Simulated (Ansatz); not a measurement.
## TePt under strain

All numbers below come from Ansatz, DFT PBEsol, scalar-relativistic, plane waves, PAW. Run with 420 eV cutoff, 12×12×10 k-mesh, Gaussian smearing of 0.10 eV, no spin polarisation.

Starting point, cell and atoms relaxed:

```yaml
crystal:
  lattice:
    - [4.22315, 0.00000, 0.00000]
    - [-2.11157, 3.65735, 0.00000]
    - [0.00000, 0.00000, 5.54165]
  atoms:
    - { symbol: Te, position: [0.33333, 0.66667, 0.25000] }
    - { symbol: Te, position: [0.66667, 0.33333, 0.75000] }
    - { symbol: Pt, position: [0.00000, 0.00000, 0.00000] }
    - { symbol: Pt, position: [0.00000, 0.00000, 0.50000] }
```

Deformation: c alone is stretched, the rest of the cell is held and the atoms relax, all within the symmetry that the strain leaves. Energies are extrapolated to zero smearing.

Spin–orbit coupling is left out, which can shift energies with elements as heavy as these.

| strain (%) | ΔE (meV/atom) | a (Å) | b (Å) | c (Å) |
| --- | --- | --- | --- | --- |
| -3.0 | 15.0 | 4.223 | 4.223 | 5.375 |
| -2.0 | 6.4 | 4.223 | 4.223 | 5.431 |
| -1.0 | 1.5 | 4.223 | 4.223 | 5.486 |
| +0.0 | 0.0 | 4.223 | 4.223 | 5.542 |
| +1.0 | 1.6 | 4.223 | 4.223 | 5.597 |
| +2.0 | 5.9 | 4.223 | 4.223 | 5.652 |
| +3.0 | 12.6 | 4.223 | 4.223 | 5.708 |

(1) What stiffness (1/V) d²E/dε² at zero strain does a cubic fit over all points give?

## Answers

(1) A cubic fit gives (1/V) d²E/dε² = 230 GPa at zero strain (the elastic constant along c at held a and b).